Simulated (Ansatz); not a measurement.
The system is Pb.

```xyz
2
Lattice="0.0000 3.4390 3.4390 3.4390 0.0000 3.4390 3.4390 3.4390 0.0000" Properties=species:S:1:pos:R:3 pbc="T T T"
Pb    1.7195    1.7195    1.7195
Pb    0.0000    0.0000    0.0000
```

This isn't the form of Pb at room conditions, which is fcc.

| Quantity | Value |
| --- | --- |
| Program | Ansatz 0.2.0 |
| Task | single point |
| Functional | PBEsol |
| Potentials or basis | Ansatz PAW |
| Cutoff | 420 eV (not typed: the program's choice for these potentials) |
| k mesh | 7 × 7 × 7 |
| Occupations | fermi-dirac, width 0.05 eV |
| Spin | no spin polarisation |

On this cell: pressure 0.5 GPa; largest force zero by symmetry; band gap on the k mesh none (metal or under the smearing width).

The same run follows on a disturbed copy (atoms moved at random, drawn with an rms of 0.05 Å):

```
CELL_PARAMETERS angstrom
0.00000 3.43900 3.43900
3.43900 0.00000 3.43900
3.43900 3.43900 0.00000
ATOMIC_POSITIONS crystal
Pb 0.24233 0.24870 0.24871
Pb 0.00968 0.98262 0.01781
```

Task: What does the disturbed cell give?

Result: The energy (extrapolated to zero smearing) moves by +17.9 meV/atom; pressure 0.6 GPa; largest force 0.615 eV/Å; band gap on the k mesh none (metal or under the smearing width).

Forces on the atoms (eV/Å):
```
Pb   0.059  0.611  0.037
Pb  -0.059 -0.611 -0.037
```

Stress tensor (GPa, compression positive):
```
0.76 0.10 1.67
0.10 0.38 0.16
1.67 0.16 0.76
```

Caveats: the PAW data sets come from PBE, with cores solved anew for the run's functional, which leaves a small shift of forces and pressure.
